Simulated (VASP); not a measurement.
The system is AgCl.

```xyz
2
Lattice="0.0000 2.7727 2.7727 2.7727 0.0000 2.7727 2.7727 2.7727 0.0000" Properties=species:S:1:pos:R:3 pbc="T T T"
Ag    0.0000    0.0000    0.0000
Cl    2.7727    2.7727    2.7727
```

The cell is a database's computed one.

| Quantity | Value |
| --- | --- |
| Program | VASP 6.6.1 |
| Task | relaxation of cell and atoms |
| Functional | RPBE |
| Potentials or basis | VASP PAW PBE potentials, release 64 (Ag, Cl) |
| Cutoff | 600 eV |
| k mesh | 8 × 8 × 8 |
| Occupations | gaussian, width 0.02 eV |
| Spin | no spin polarisation |

At the start: pressure 4.7 GPa; volume 21.32 Å³/atom.

Question: How do energy, volume and symmetry change on relaxing?

Answer: Over 4 steps the energy falls by 33.3 meV/atom and the volume is 23.90 Å³/atom (+12.1 %); space group Fm-3m (No. 225, to 0.05 Å).

Step by step:
```tsv
step	energy change (eV)	largest force (eV/Å)	pressure (GPa)	volume (Å³)
1	0.0000	0.0000	4.66	42.63
2	-0.0635	0.0000	0.83	46.57
3	-0.0665	0.0000	-0.09	47.93
4	-0.0666	0.0000	0.00	47.80
```

Final structure:
```
Ag Cl
1.0
     0.00000    2.88054    2.88054
     2.88054    0.00000    2.88054
     2.88054    2.88054    0.00000
Ag Cl
1 1
Direct
  0.00000 0.00000 0.00000
  0.50000 0.50000 0.50000
```

Caveat: the PAW data sets were made with another functional, which shifts forces and pressure a little.
